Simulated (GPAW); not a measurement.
# Sb (Fm-3m) in GPAW: relaxation of cell and atoms with PBEsol+D4

Aim: the relaxation of cell and atoms of Sb with PBEsol+D4.

Program: GPAW 26.7.0. These are calculated values, not measurements. Logs are shortened: lines on timing, memory, paths and dates and some standing lists are left out, and cuts for length are marked. The log counts tension as positive stress, the text compression.

## 1. Starting point

The structure is cubic, space group Fm-3m (No. 225). Conventional cell: a = 4.742 Å, b = 4.742 Å, c = 4.742 Å, α = 90.00°, β = 90.00°, γ = 90.00°. Sb (site symmetry m-3m) has 12 Sb at 3.35 Å as nearest neighbours.

This isn't the form of Sb at room conditions, which is rhombohedral.

## 2. Relaxation of cell and atoms, PBEsol+D4

File run.py:

```python
from ase import Atoms
from ase.calculators.mixing import SumCalculator
from ase.filters import FrechetCellFilter
from ase.io import write
from ase.optimize import BFGS
from dftd4.ase import DFTD4
from gpaw import GPAW, PW, setup_paths

setup_paths.insert(0, '.')

atoms = Atoms(['Sb'],
              cell=[[0.0, 2.3712425216, 2.3712425216],
                    [2.3712425216, 0.0, 2.3712425216],
                    [2.3712425216, 2.3712425216, 0.0]],
              scaled_positions=[[0.0, 0.0, 0.0]],
              pbc=True)

calc = GPAW(mode=PW(600),
            xc='PBEsol',
            kpts={'size': (10, 10, 10), 'gamma': True},
            occupations={'name': 'fermi-dirac', 'width': 0.05},
            nbands=15,
            convergence={'density': 1e-05, 'forces': 0.0001},
            maxiter=150,
            txt='gpaw.txt')
atoms.calc = SumCalculator([calc, DFTD4(method='pbesol')])
opt = BFGS(FrechetCellFilter(atoms), trajectory='relax.traj', logfile='-')
done = opt.run(fmax=0.02, steps=60)
calc.write('gs.gpw')
write('result.traj', atoms)
print('Converged:', done)
print('Cell:', atoms.cell.cellpar().round(4))
print('Volume:', round(atoms.get_volume(), 4))
print(atoms.get_scaled_positions().round(5))
```

Potentials or basis: PAW data sets generated in the run's folder for this functional, pw.

On the command line:

```console
gpaw-setup -f PBEsol Sb
OMP_NUM_THREADS=1 python run.py
```

gpaw.txt:

```text
__  _  _
 | _ |_)|_||  |
 |__||  | ||/\| - 26.7.0

Input parameters:
  mode=PW(ecut=600.0),
  convergence={'density': 1e-05, 'forces': 0.0001},
  kpts=MonkhorstPack(size=(10, 10, 10), gamma=True),
  maxiter=150,
  nbands=15,
  occupations=Occupations(name='fermi-dirac', width=0.05),
  xc=XC(name='PBEsol')

Diagonalizing LCAO Hamiltonian
Converting LCAO to pw mode

       Sb

Atoms  # Å, Bohr magnetons
|   | symbol |        x |        y |        z |    initial magnetic moments |
|---|--------|----------|----------|----------|-----------------------------|
| 0 |     Sb | 0.000000 | 0.000000 | 0.000000 | ( 0.0000,  0.0000,  0.0000) |

Unit cell  # Å
| periodic |        x |        y |        z |  lengths |    angles |
|----------|----------|----------|----------|----------|-----------|
|      yes | 0.000000 | 2.371243 | 2.371243 | 3.353443 | 60.000000 |
|      yes | 2.371243 | 0.000000 | 2.371243 | 3.353443 | 60.000000 |
|      yes | 2.371243 | 2.371243 | 0.000000 | 3.353443 | 60.000000 |

Number of symmetries: 48
Symmetry operations  # r_c * U_cc + t_c -> r_c
|    | kind |            matrix            |
|----|------|------------------------------|
|  0 |  σ   |  1, 0, 0,  1, 0,-1,  1,-1, 0 |
|  1 |  C2  |  1, 0, 0,  1,-1, 0,  1, 0,-1 |
|  2 |  E   |  1, 0, 0,  0, 1, 0,  0, 0, 1 |
|  3 |  σ   |  1, 0, 0,  0, 0, 1,  0, 1, 0 |
|  4 |  C4  |  1, 0,-1,  1, 0, 0,  1,-1, 0 |
|  5 |  S6  |  1, 0,-1,  1,-1, 0,  1, 0, 0 |
|  6 |  σ   |  1, 0,-1,  0, 1,-1,  0, 0,-1 |
|  7 |  C3  |  1, 0,-1,  0, 0,-1,  0, 1,-1 |
|  8 |  S6  |  1,-1, 0,  1, 0, 0,  1, 0,-1 |
|  9 |  C4  |  1,-1, 0,  1, 0,-1,  1, 0, 0 |
| 10 |  C3  |  1,-1, 0,  0,-1, 1,  0,-1, 0 |
| 11 |  σ   |  1,-1, 0,  0,-1, 0,  0,-1, 1 |
| 12 |  σ   |  0, 1, 0,  1, 0, 0,  0, 0, 1 |
| 13 |  C4  |  0, 1, 0,  0, 1,-1, -1, 1, 0 |
| 14 |  C3  |  0, 1, 0,  0, 0, 1,  1, 0, 0 |
| 15 |  S6  |  0, 1, 0, -1, 1, 0,  0, 1,-1 |
| 16 |  C2  |  0, 1,-1,  1, 0,-1,  0, 0,-1 |
| 17 |  σ   |  0, 1,-1,  0, 1, 0, -1, 1, 0 |
| 18 |  S4  |  0, 1,-1,  0, 0,-1,  1, 0,-1 |
| 19 |  C4  |  0, 1,-1, -1, 1, 0,  0, 1, 0 |
| 20 |  C3  |  0, 0, 1,  1, 0, 0,  0, 1, 0 |
| 21 |  σ   |  0, 0, 1,  0, 1, 0,  1, 0, 0 |
[... 167 lines left out ...]
Eigenvalues  # (at kpt = [0.000, 0.000, 0.000])
| band index |      eig [eV] | occ [0-2] |
|------------|---------------|-----------|
|          0 |       -21.132 |     2.000 |
|          1 |       -21.132 |     2.000 |
|          2 |       -21.132 |     2.000 |
|          3 |       -21.093 |     2.000 |
|          4 |       -21.093 |     2.000 |
|          5 |        -4.887 |     2.000 |
|          6 |        13.475 |     0.000 |
|          7 |        13.475 |     0.000 |
|          8 |        13.475 |     0.000 |
|          9 |        18.409 |     0.000 |
|         10 |        18.656 |     0.000 |
|         11 |        18.656 |     0.000 |
|         12 |        18.656 |     0.000 |
|         13 |        20.154 |     0.000 |
|         14 |        23.479 |     0.000 |

No gap
No difference between direct/indirect transitions

Stress tensor  # eV/Ang^3
|        x |         y |         z |
|----------|-----------|-----------|
| 0.009596 |  0.000000 |  0.000000 |
| 0.000000 |  0.009596 | -0.000000 |
| 0.000000 | -0.000000 |  0.009596 |

Forces  # eV/Ang
|       x |        y |        z |
|---------|----------|----------|
| 0.00000 | -0.00000 | -0.00000 |  # Sb   0

Interpolating wave functions to new cell

       Sb

Atoms  # Å, Bohr magnetons
|   | symbol |        x |         y |        z |    initial magnetic moments |
|---|--------|----------|-----------|----------|-----------------------------|
| 0 |     Sb | 0.000000 | -0.000000 | 0.000000 | ( 0.0000,  0.0000,  0.0000) |

Unit cell  # Å
| periodic |         x |        y |        z |  lengths |    angles |
|----------|-----------|----------|----------|----------|-----------|
|      yes | -0.000000 | 2.351757 | 2.351757 | 3.325886 | 60.000000 |
|      yes |  2.351757 | 0.000000 | 2.351757 | 3.325886 | 60.000000 |
|      yes |  2.351757 | 2.351757 | 0.000000 | 3.325886 | 60.000000 |

Number of symmetries: 48
Symmetry operations  # r_c * U_cc + t_c -> r_c
|    | kind |            matrix            |
|----|------|------------------------------|
|  0 |  σ   |  1, 0, 0,  1, 0,-1,  1,-1, 0 |
|  1 |  C2  |  1, 0, 0,  1,-1, 0,  1, 0,-1 |
|  2 |  E   |  1, 0, 0,  0, 1, 0,  0, 0, 1 |
|  3 |  σ   |  1, 0, 0,  0, 0, 1,  0, 1, 0 |
|  4 |  C4  |  1, 0,-1,  1, 0, 0,  1,-1, 0 |
|  5 |  S6  |  1, 0,-1,  1,-1, 0,  1, 0, 0 |
|  6 |  σ   |  1, 0,-1,  0, 1,-1,  0, 0,-1 |
|  7 |  C3  |  1, 0,-1,  0, 0,-1,  0, 1,-1 |
|  8 |  S6  |  1,-1, 0,  1, 0, 0,  1, 0,-1 |
|  9 |  C4  |  1,-1, 0,  1, 0,-1,  1, 0, 0 |
| 10 |  C3  |  1,-1, 0,  0,-1, 1,  0,-1, 0 |
| 11 |  σ   |  1,-1, 0,  0,-1, 0,  0,-1, 1 |
| 12 |  σ   |  0, 1, 0,  1, 0, 0,  0, 0, 1 |
| 13 |  C4  |  0, 1, 0,  0, 1,-1, -1, 1, 0 |
| 14 |  C3  |  0, 1, 0,  0, 0, 1,  1, 0, 0 |
| 15 |  S6  |  0, 1, 0, -1, 1, 0,  0, 1,-1 |
| 16 |  C2  |  0, 1,-1,  1, 0,-1,  0, 0,-1 |
| 17 |  σ   |  0, 1,-1,  0, 1, 0, -1, 1, 0 |
| 18 |  S4  |  0, 1,-1,  0, 0,-1,  1, 0,-1 |
| 19 |  C4  |  0, 1,-1, -1, 1, 0,  0, 1, 0 |
| 20 |  C3  |  0, 0, 1,  1, 0, 0,  0, 1, 0 |
| 21 |  σ   |  0, 0, 1,  0, 1, 0,  1, 0, 0 |
[... 167 lines left out ...]
Eigenvalues  # (at kpt = [0.000, 0.000, 0.000])
| band index |      eig [eV] | occ [0-2] |
|------------|---------------|-----------|
|          0 |       -20.829 |     2.000 |
|          1 |       -20.829 |     2.000 |
|          2 |       -20.829 |     2.000 |
|          3 |       -20.786 |     2.000 |
|          4 |       -20.786 |     2.000 |
|          5 |        -4.768 |     2.000 |
|          6 |        13.976 |     0.000 |
|          7 |        13.976 |     0.000 |
|          8 |        13.976 |     0.000 |
|          9 |        18.729 |     0.000 |
|         10 |        19.083 |     0.000 |
|         11 |        19.083 |     0.000 |
|         12 |        19.083 |     0.000 |
|         13 |        20.799 |     0.000 |
|         14 |        23.918 |     0.000 |

No gap
No difference between direct/indirect transitions

Stress tensor  # eV/Ang^3
|        x |        y |        z |
|----------|----------|----------|
| 0.000328 | 0.000000 | 0.000000 |
| 0.000000 | 0.000328 | 0.000000 |
| 0.000000 | 0.000000 | 0.000328 |

Forces  # eV/Ang
|       x |       y |       z |
|---------|---------|---------|
| 0.00000 | 0.00000 | 0.00000 |  # Sb   0

Interpolating wave functions to new cell

       Sb

Atoms  # Å, Bohr magnetons
|   | symbol |        x |        y |         z |    initial magnetic moments |
|---|--------|----------|----------|-----------|-----------------------------|
| 0 |     Sb | 0.000000 | 0.000000 | -0.000000 | ( 0.0000,  0.0000,  0.0000) |

Unit cell  # Å
| periodic |         x |         y |         z |  lengths |    angles |
|----------|-----------|-----------|-----------|----------|-----------|
|      yes | -0.000000 |  2.324653 |  2.324653 | 3.287556 | 60.000000 |
|      yes |  2.324653 | -0.000000 |  2.324653 | 3.287556 | 60.000000 |
|      yes |  2.324653 |  2.324653 | -0.000000 | 3.287556 | 60.000000 |

Number of symmetries: 48
Symmetry operations  # r_c * U_cc + t_c -> r_c
|    | kind |            matrix            |
|----|------|------------------------------|
|  0 |  σ   |  1, 0, 0,  1, 0,-1,  1,-1, 0 |
|  1 |  C2  |  1, 0, 0,  1,-1, 0,  1, 0,-1 |
|  2 |  E   |  1, 0, 0,  0, 1, 0,  0, 0, 1 |
|  3 |  σ   |  1, 0, 0,  0, 0, 1,  0, 1, 0 |
|  4 |  C4  |  1, 0,-1,  1, 0, 0,  1,-1, 0 |
|  5 |  S6  |  1, 0,-1,  1,-1, 0,  1, 0, 0 |
|  6 |  σ   |  1, 0,-1,  0, 1,-1,  0, 0,-1 |
|  7 |  C3  |  1, 0,-1,  0, 0,-1,  0, 1,-1 |
|  8 |  S6  |  1,-1, 0,  1, 0, 0,  1, 0,-1 |
|  9 |  C4  |  1,-1, 0,  1, 0,-1,  1, 0, 0 |
| 10 |  C3  |  1,-1, 0,  0,-1, 1,  0,-1, 0 |
| 11 |  σ   |  1,-1, 0,  0,-1, 0,  0,-1, 1 |
| 12 |  σ   |  0, 1, 0,  1, 0, 0,  0, 0, 1 |
| 13 |  C4  |  0, 1, 0,  0, 1,-1, -1, 1, 0 |
| 14 |  C3  |  0, 1, 0,  0, 0, 1,  1, 0, 0 |
| 15 |  S6  |  0, 1, 0, -1, 1, 0,  0, 1,-1 |
| 16 |  C2  |  0, 1,-1,  1, 0,-1,  0, 0,-1 |
| 17 |  σ   |  0, 1,-1,  0, 1, 0, -1, 1, 0 |
| 18 |  S4  |  0, 1,-1,  0, 0,-1,  1, 0,-1 |
| 19 |  C4  |  0, 1,-1, -1, 1, 0,  0, 1, 0 |
| 20 |  C3  |  0, 0, 1,  1, 0, 0,  0, 1, 0 |
| 21 |  σ   |  0, 0, 1,  0, 1, 0,  1, 0, 0 |
[... 167 lines left out ...]
Eigenvalues  # (at kpt = [0.000, 0.000, 0.000])
| band index |      eig [eV] | occ [0-2] |
|------------|---------------|-----------|
|          0 |       -20.394 |     2.000 |
|          1 |       -20.394 |     2.000 |
|          2 |       -20.394 |     2.000 |
|          3 |       -20.346 |     2.000 |
|          4 |       -20.346 |     2.000 |
|          5 |        -4.598 |     2.000 |
|          6 |        14.699 |     0.000 |
|          7 |        14.699 |     0.000 |
|          8 |        14.699 |     0.000 |
|          9 |        19.186 |     0.000 |
|         10 |        19.698 |     0.000 |
|         11 |        19.698 |     0.000 |
|         12 |        19.698 |     0.000 |
|         13 |        21.718 |     0.000 |
|         14 |        24.550 |     0.000 |

No gap
No difference between direct/indirect transitions

Stress tensor  # eV/Ang^3
|         x |         y |         z |
|-----------|-----------|-----------|
| -0.014532 | -0.000000 |  0.000000 |
| -0.000000 | -0.014532 |  0.000000 |
|  0.000000 |  0.000000 | -0.014532 |

Forces  # eV/Ang
|        x |        y |        z |
|----------|----------|----------|
| -0.00000 | -0.00000 | -0.00000 |  # Sb   0

Interpolating wave functions to new cell

       Sb

Atoms  # Å, Bohr magnetons
|   | symbol |        x |        y |         z |    initial magnetic moments |
|---|--------|----------|----------|-----------|-----------------------------|
| 0 |     Sb | 0.000000 | 0.000000 | -0.000000 | ( 0.0000,  0.0000,  0.0000) |

Unit cell  # Å
| periodic |         x |         y |         z |  lengths |    angles |
|----------|-----------|-----------|-----------|----------|-----------|
|      yes | -0.000000 |  2.326588 |  2.326588 | 3.290292 | 60.000000 |
|      yes |  2.326588 | -0.000000 |  2.326588 | 3.290292 | 60.000000 |
|      yes |  2.326588 |  2.326588 | -0.000000 | 3.290292 | 60.000000 |

Number of symmetries: 48
Symmetry operations  # r_c * U_cc + t_c -> r_c
|    | kind |            matrix            |
|----|------|------------------------------|
|  0 |  σ   |  1, 0, 0,  1, 0,-1,  1,-1, 0 |
|  1 |  C2  |  1, 0, 0,  1,-1, 0,  1, 0,-1 |
|  2 |  E   |  1, 0, 0,  0, 1, 0,  0, 0, 1 |
|  3 |  σ   |  1, 0, 0,  0, 0, 1,  0, 1, 0 |
|  4 |  C4  |  1, 0,-1,  1, 0, 0,  1,-1, 0 |
|  5 |  S6  |  1, 0,-1,  1,-1, 0,  1, 0, 0 |
|  6 |  σ   |  1, 0,-1,  0, 1,-1,  0, 0,-1 |
|  7 |  C3  |  1, 0,-1,  0, 0,-1,  0, 1,-1 |
|  8 |  S6  |  1,-1, 0,  1, 0, 0,  1, 0,-1 |
|  9 |  C4  |  1,-1, 0,  1, 0,-1,  1, 0, 0 |
| 10 |  C3  |  1,-1, 0,  0,-1, 1,  0,-1, 0 |
| 11 |  σ   |  1,-1, 0,  0,-1, 0,  0,-1, 1 |
| 12 |  σ   |  0, 1, 0,  1, 0, 0,  0, 0, 1 |
| 13 |  C4  |  0, 1, 0,  0, 1,-1, -1, 1, 0 |
| 14 |  C3  |  0, 1, 0,  0, 0, 1,  1, 0, 0 |
| 15 |  S6  |  0, 1, 0, -1, 1, 0,  0, 1,-1 |
| 16 |  C2  |  0, 1,-1,  1, 0,-1,  0, 0,-1 |
| 17 |  σ   |  0, 1,-1,  0, 1, 0, -1, 1, 0 |
| 18 |  S4  |  0, 1,-1,  0, 0,-1,  1, 0,-1 |
| 19 |  C4  |  0, 1,-1, -1, 1, 0,  0, 1, 0 |
| 20 |  C3  |  0, 0, 1,  1, 0, 0,  0, 1, 0 |
| 21 |  σ   |  0, 0, 1,  0, 1, 0,  1, 0, 0 |
[... 165 lines left out ...]
Eigenvalues  # (at kpt = [0.000, 0.000, 0.000])
| band index |      eig [eV] | occ [0-2] |
|------------|---------------|-----------|
|          0 |       -20.426 |     2.000 |
|          1 |       -20.426 |     2.000 |
|          2 |       -20.426 |     2.000 |
|          3 |       -20.378 |     2.000 |
|          4 |       -20.378 |     2.000 |
|          5 |        -4.610 |     2.000 |
|          6 |        14.646 |     0.000 |
|          7 |        14.646 |     0.000 |
|          8 |        14.646 |     0.000 |
|          9 |        19.152 |     0.000 |
|         10 |        19.654 |     0.000 |
|         11 |        19.654 |     0.000 |
|         12 |        19.654 |     0.000 |
|         13 |        21.652 |     0.000 |
|         14 |        24.504 |     0.000 |

No gap
No difference between direct/indirect transitions

Stress tensor  # eV/Ang^3
|         x |         y |         z |
|-----------|-----------|-----------|
| -0.013369 |  0.000000 |  0.000000 |
|  0.000000 | -0.013369 | -0.000000 |
|  0.000000 | -0.000000 | -0.013369 |

Forces  # eV/Ang
|       x |        y |       z |
|---------|----------|---------|
| 0.00000 | -0.00000 | 0.00000 |  # Sb   0

# Writing to gs.gpw (mode='')
```

Wall time 61 s (1 thread of Arm Neoverse N1, shared host); peak memory 0.18 GiB.

What came out:

```yaml
Free_energy: -4.9121 eV
Relaxed_volume: 25.19 Å³/atom
Relaxed_cell: a = 3.290 Å, b = 3.290 Å, c = 3.290 Å, α = 60.00°, β = 60.00°, γ = 60.00°
Space_group_after_relaxing_to_0.05_Å: Fm-3m (No. 225)
Energy_gained_by_relaxing: 16.8 meV/atom
Ionic_steps: 4
Pressure_after_relaxing: 0.0 GPa
Band_gap_on_the_k_mesh: none (metal or under the smearing width)
Dispersion_energy_per_atom: -0.348 eV
```

Step by step:
| step | energy change (eV) | largest force (eV/Å) | pressure (GPa) | volume (Å³) |
| --- | --- | --- | --- | --- |
| 1 | 0.0000 | 0.0000 | -3.47 | 26.67 |
| 2 | -0.0111 | 0.0000 | -2.08 | 26.01 |
| 3 | -0.0167 | 0.0000 | 0.17 | 25.12 |
| 4 | -0.0168 | 0.0000 | -0.01 | 25.19 |

Final structure:
```yaml
crystal:
  lattice:
    - [0.00000, 2.32659, 2.32659]
    - [2.32659, 0.00000, 2.32659]
    - [2.32659, 2.32659, 0.00000]
  atoms:
    - { symbol: Sb, position: [0.00000, 0.00000, 0.00000] }
```

Levels at points of the mesh, in eV from the Fermi level:
| k point | band 5 | band 6 | band 7 | band 8 | band 9 | band 10 |
| --- | --- | --- | --- | --- | --- | --- |
| (0.00, 0.00, 0.00) | -29.19 | -13.43 | 5.83 | 5.83 | 5.83 | 10.34 |
| (0.50, 0.50, 0.00) | -29.13 | -7.47 | -5.25 | 0.42 | 0.42 | 4.27 |
| (0.50, 0.50, 0.50) | -29.14 | -9.28 | -6.22 | 3.98 | 3.98 | 8.89 |

Caveat: later steps reuse the first step's grids; pairwise dispersion overbinds metals, which lowers pressure and volume. Spin-orbit coupling is left out, which matters for the levels of Sb.
